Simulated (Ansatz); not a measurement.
# AlN: the cost of one run

The runs shown are made with Ansatz 0.2.0. PAW datasets, plane waves. (Simulation; spin polarisation is off.)

### 1 Starting point

The unstrained cell was relaxed with r2SCAN; in each strained cell the atoms were relaxed again with r2SCAN. Names of k-points are those of the unstrained zone, where strain can split equivalent points. First state: no strain.

It is hexagonal, P6_3mc (No. 186); conventional cell a = 3.107 Å, c = 4.979 Å, 10.40 Å³ an atom. Near Al stand 4 N at 1.89–1.90 Å; near N stand 4 Al at 1.89–1.90 Å.

Coordinates:

```cif
data_structure
_symmetry_space_group_name_H-M 'P 1'
_symmetry_Int_Tables_number 1
_cell_length_a 3.1067
_cell_length_b 3.1067
_cell_length_c 4.9786
_cell_angle_alpha 90.000
_cell_angle_beta 90.000
_cell_angle_gamma 120.000
_cell_volume 41.61
loop_
_atom_site_label
_atom_site_type_symbol
_atom_site_fract_x
_atom_site_fract_y
_atom_site_fract_z
_atom_site_occupancy
Al1 Al 0.33333 0.66667 0.99670 1
Al2 Al 0.66667 0.33333 0.49670 1
N1 N 0.33333 0.66667 0.37830 1
N2 N 0.66667 0.33333 0.87830 1
```

### 2 No strain: PBE

input.yaml

```yaml
crystal:
  lattice:
    - [3.1066937601, 0.0, 0.0]
    - [-1.5533468801, 2.6904757181, 0.0]
    - [0.0, 0.0, 4.9785915499]
  atoms:
    - { symbol: Al, position: [0.3333333333, 0.6666666667, -0.0032954728] }
    - { symbol: Al, position: [0.6666666667, 0.3333333333, 0.4967045272] }
    - { symbol: "N", position: [0.3333333333, 0.6666666667, 0.3782954728] }
    - { symbol: "N", position: [0.6666666667, 0.3333333333, 0.8782954728] }
kpoints:
  mp_grid: { grid: [12, 12, 6] }
  band_path:
    path:
      - [0.0, 0.0, 0.0]
      - [0.5, 0.0, 0.0]
      - [0.3333333333, 0.3333333333, 0.0]
      - [0.0, 0.0, 0.5]
      - [0.5, 0.0, 0.5]
      - [0.3333333333, 0.3333333333, 0.5]
    npoints: 1
hamiltonian:
  xc: pbe
scf:
  occupations: { method: fermi_dirac, width: 0.02 }
  n_extra_bands: 5
output:
  forces: true
  stress: true
  eigenvalues: true
```

Started as:

```bash
ansatz run input.yaml --threads 4 --pin off --max-ram 4608MiB --backend cpu --events-out ev --progress --plain --runs-dir out
```

**Question.** How long does this run take on 4 threads of Intel Xeon at 2.50GHz (Skylake/Cascade Lake), shared host, and how much memory does it need?

About 4.5 s, with a peak of 0.38 GiB.
